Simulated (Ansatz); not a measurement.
The system is Hf2S.

```
Hf S
1.0
     3.37427    0.00000    0.00000
    -1.68714    2.92221    0.00000
     0.00000    0.00000   11.71741
Hf S
4 2
Direct
  0.33333 0.66667 0.10019
  0.66667 0.33333 0.60019
  0.33333 0.66667 0.39981
  0.66667 0.33333 0.89981
  0.00000 0.00000 0.25000
  0.00000 0.00000 0.75000
```

The cell comes from a database or a generator and needn't be the stable form of this composition.

Base run:

```yaml
Program: Ansatz 0.2.0
Functional: r2SCAN
Potentials_or_basis: Ansatz PAW
Cutoff: "500 eV (not typed: the program's choice for these potentials)"
k_mesh: 9 × 9 × 3
Occupations: fermi-dirac, width 0.05 eV
Spin: no spin polarisation
```

Its results: band gap on the k mesh none (metal or under the smearing width); pressure 0.9 GPa.

Q: The run is repeated on the same cell with these changes: functional from r2SCAN to PBEsol; cutoff from 500 eV (not typed: the program's choice for these potentials) to 420 eV (not typed: the program's choice for these potentials); k mesh from 9 × 9 × 3 to 8 × 8 × 2. What comes out?

A: Band gap on the k mesh none (metal or under the smearing width); pressure -2.9 GPa.

Several settings changed at once, so the effect can't be laid on one alone.

Caveats: the PAW data sets come from PBE, with cores solved anew for the run's functional, which leaves a small shift of forces and pressure; spin-orbit coupling is left out, which moves the levels of the heavy elements (some runs); the density of states is complete only up to the lowest level of the last band computed (some runs).
